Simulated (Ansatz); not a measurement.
**TaN: restoring forces**

Aim: deform TaN (atom 2 (N) moved by (0.115, 0.115, 0.115) Å) and compute stress, forces and field gradients with LAPW, PAW and all-electron datasets made for the crystal.

Program: Ansatz 0.2.0. Level of theory: DFT PBE, scalar-relativistic. These are calculated values, not measurements.

## 1. The system as given

The structure is cubic, space group Fm-3m (No. 225). The conventional cell has a = 4.358 Å, b = 4.358 Å, c = 4.358 Å, α = 90.00°, β = 90.00°, γ = 90.00°. Around Ta (site symmetry m-3m) lie 6 N at 2.18 Å. N (site symmetry m-3m) is surrounded by 6 Ta at 2.18 Å.

Structure file:

```cif
data_structure
_symmetry_space_group_name_H-M 'Fm-3m'
_symmetry_Int_Tables_number 225
_cell_length_a 4.3580
_cell_length_b 4.3580
_cell_length_c 4.3580
_cell_angle_alpha 90.000
_cell_angle_beta 90.000
_cell_angle_gamma 90.000
_cell_volume 82.77
loop_
_atom_site_label
_atom_site_type_symbol
_atom_site_symmetry_multiplicity
_atom_site_Wyckoff_symbol
_atom_site_fract_x
_atom_site_fract_y
_atom_site_fract_z
_atom_site_occupancy
Ta1 Ta 4 b 0.50000 0.00000 0.00000 1
N1 N 4 a 0.00000 0.00000 0.00000 1
```

The file gives the conventional cell by its symmetry; the runs use the cell typed in the input.

Atoms are numbered in the order of the input: Ta1, N2.

## 2. After the deformation

Space group Fm-3m before, R3m after.

## 3. Full-potential LAPW

input.yaml

```yaml
crystal:
  lattice:
    - [0.0, 2.179, 2.179]
    - [2.179, 0.0, 2.179]
    - [2.179, 2.179, 0.0]
  atoms:
    - { symbol: Ta, position: [0.5, 0.5, 0.5] }
    - { symbol: "N", position: [0.0264960991, 0.0264960991, 0.0264960991] }
kpoints:
  mp_grid: { grid: [9, 9, 9] }
scf:
  occupations: { method: fermi_dirac, width: 0.02 }
hamiltonian:
  xc: pbe
  pseudopotentials: { kind: all_electron, lapw: { basis_error: 0.0005 } }
output:
  forces: true
  stress: true
  eigenvalues: true
```

On the command line:

```bash
$ ansatz run input.yaml --threads 1 --pin off --max-ram 2048MiB --backend cpu --events-out ev --progress --plain --runs-dir out
```

## 4. PAW with frozen cores

Changes to input.yaml since step 3:

```diff
@@ -14,3 +14,3 @@
   xc: pbe
-  pseudopotentials: { kind: all_electron, lapw: { basis_error: 0.0005 } }
+  pseudopotentials: { kind: paw }
 output:
@@ -19 +19,2 @@
   eigenvalues: true
+  efg: { contact_densities: true }
```

## 5. All-electron PAW on datasets made for the crystal

Changes to input.yaml since step 4:

```diff
@@ -14,3 +14,3 @@
   xc: pbe
-  pseudopotentials: { kind: paw }
+  pseudopotentials: { kind: all_electron, datasets: crystal }
 output:
```

(Steps that only read results are left out.)

Before running it: what results should come out? Wanted: pressure; largest shear or deviatoric stress; force on N2 along the move.

As calculated:

| quantity | value |
| --- | --- |
| pressure | LAPW 21.63, PAW 21.71, crystal datasets 21.63 GPa |
| largest shear or deviatoric stress (LAPW) | 2.11 GPa |
| force on N2 along the move | -1.920 eV/Å |

**Reading.** The force on N2 points against the move, a stiffness of 9.60 eV/Å² with all periodic images moving together. No run of the undeformed cell stands beside it, so pressure and stress hold what the given cell had before the change, as far as its symmetry allows. PAW: stress within 0.08 GPa of LAPW, forces within 14 meV/Å. Crystal datasets: stress within 0.01 GPa of LAPW, forces within 1 meV/Å. Spin-orbit coupling is left out, though the cell holds Ta; in elements this heavy it can shift bands and gaps by tenths of an eV.
